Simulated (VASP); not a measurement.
Input of a VASP 6.6.1 run:

INCAR

```
PREC = Accurate
ENCUT = 520
EDIFF = 1E-7
ISMEAR = 0
SIGMA = 0.02
LREAL = False
LASPH = True
NELM = 4
ALGO = Fast
ISIF = 3
LWAVE = False
LCHARG = False
GGA = PE
IBRION = 2
NSW = 80
EDIFFG = -0.002
KPAR = 4
```

The input KPOINTS:

```
regular mesh
0
Gamma
  12 12 6
```

Contents of POSCAR:

```
SiC                                     
1.0
    3.0917668494     -0.0000000000     -0.0000000000
   -1.5458834247      2.6775486321      0.0000000000
    0.0000000000      0.0000000000      5.0741105032
  Si              C             
     2     2
Direct
     0.3333333300000021    0.6666666699999979    0.0045857310897378
     0.6666666699999979    0.3333333300000021    0.5045857310897377
     0.3333333300000021    0.6666666699999979    0.3804142689102601
     0.6666666699999979    0.3333333300000021    0.8804142689102603
```

Potentials or basis: VASP PAW PBE potentials, release 64 (Si, C).

Command:

```bash
$ cat potpaw_PBE.64/Si/POTCAR potpaw_PBE.64/C/POTCAR > POTCAR
$ mpirun -np 4 vasp_std > vasp.out
```

Problem. What does it give for the band gap on the k mesh?

Solution. 2.30 eV, indirect (least direct gap 3.94 eV).

Problem. What does it give for the space group after relaxing (to 0.05 Å)?

Solution. P6_3mc (No. 186).

The path:
```
step  energy change (eV)  largest force (eV/Å)  pressure (GPa)  volume (Å³)
   1              0.0000                0.0528           70.36        42.01
   2             10.3043                0.0574          -31.93        76.74
   3              6.2776                0.0054          -37.81        59.27
   4              4.6275                0.0060          -29.47        51.34
   5              3.9124                0.0053          -18.30        46.52
   6              3.7116                0.0001          -10.18        44.22
   7              3.6583                0.0044           -5.37        43.10
   8              3.6445                0.0071           -2.77        42.55
   9              3.6410                0.0086           -1.41        42.28
  10              3.6401                0.0093           -0.72        42.14
  11              3.6399                0.0097           -0.37        42.07
  12              3.6398                0.0099           -0.19        42.04
  13              3.6398                0.0100           -0.10        42.02
  14              3.6398                0.0101           -0.06        42.01
  15              3.6398                0.0099           -0.04        42.01
  16              3.6398                0.0099           -0.03        42.01
  17              3.6398                0.0099           -0.02        42.01
  18              3.6398                0.0099           -0.02        42.01
  19              3.6398                0.0100           -0.02        42.01
  20              3.6398                0.0046           -0.02        42.01
  21              3.6398                0.0006           -0.02        42.01
  22              3.6398                0.0001            0.01        42.00
```

A k mesh can miss the band edges. Expect the measured gap to be larger: semilocal functionals such as PBE lack the derivative discontinuity.
